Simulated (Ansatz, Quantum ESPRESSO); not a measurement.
**RuAl [001], B2: pulling along c**

The c axis is held at a set length while the cell relaxes sideways. How do the lateral strain and the stress follow? The strained cell has c along the load; unstrained it is a = 2.9757 Å, b = 2.9757 Å, c = 2.9757 Å, α = 90.00°, β = 90.00°, γ = 90.00°, with 2 atoms.

Calculated with Ansatz 0.2.0, PBEsol, PAW files of the set soft_1, cutoff 600 eV, Fermi–Dirac smearing 0.05 eV, k-mesh 15×15×15, no spin polarisation, no spin-orbit coupling.

Relaxed positions at 0 %:

```
atom       x       y       z
  Ru  0.5000  0.5000  0.5000
  Al  0.0000  0.0000  0.0000
```

| ε_c (%) | a (Å) | c (Å) | ε_a (%) | σ (GPa, tension positive) |
| --- | --- | --- | --- | --- |
| −3 | 3.0050 | 2.8864 | 0.983 | −7.96 |
| −1 | 2.9853 | 2.9460 | 0.320 | −2.48 |
| 0 | 2.9757 | 2.9757 | 0.000 | 0.00 |
| 1 | 2.9664 | 3.0055 | −0.314 | 2.35 |
| 2 | 2.9573 | 3.0352 | −0.618 | 4.58 |
| 3 | 2.9485 | 3.0650 | −0.915 | 6.71 |

**Question.** Fit both responses and give the free strain and the stress at −2 %, a row left out above.

Least squares with y = y0 + y1 ε + y2 ε² (ε in %) gives ε_a = −0.001 + (−0.3164) ε + (0.0038) ε² and σ = 0.00 + (2.440) ε + (−0.070) ε² GPa. The linear terms put the ratio of free to applied strain at −0.316 and the Young modulus at 244 GPa.

At −2 % the free strain comes out as 0.648 %. The run itself gives 0.649 %, so the estimate misses by 0.001 %, a rounding's worth.

The stress comes out as −5.16 GPa. The run itself gives −5.12 GPa, so the estimate misses by 0.04 GPa; the fitted rows themselves lie up to 0.03 GPa off the law.

Along a cube axis ν = C12/(C11 + C12) and Y = (C11 − C12)(C11 + 2C12)/(C11 + C12), so C11 = Y(1 − ν)/[(1 + ν)(1 − 2ν)] = 345 GPa and C12 = 160 GPa.

The negative ε² term means that the crystal stiffens in compression and softens in tension.

The same fit over all rows at other levels or in other programs gives the strain ratio = −0.317 with PBEsol (Quantum ESPRESSO, GBRV).

[Logs are printed without paths, hosts, clocks, repeated set-up lines and the standing remarks that a program may print on its own settings, such as how far it seeks lower states.]
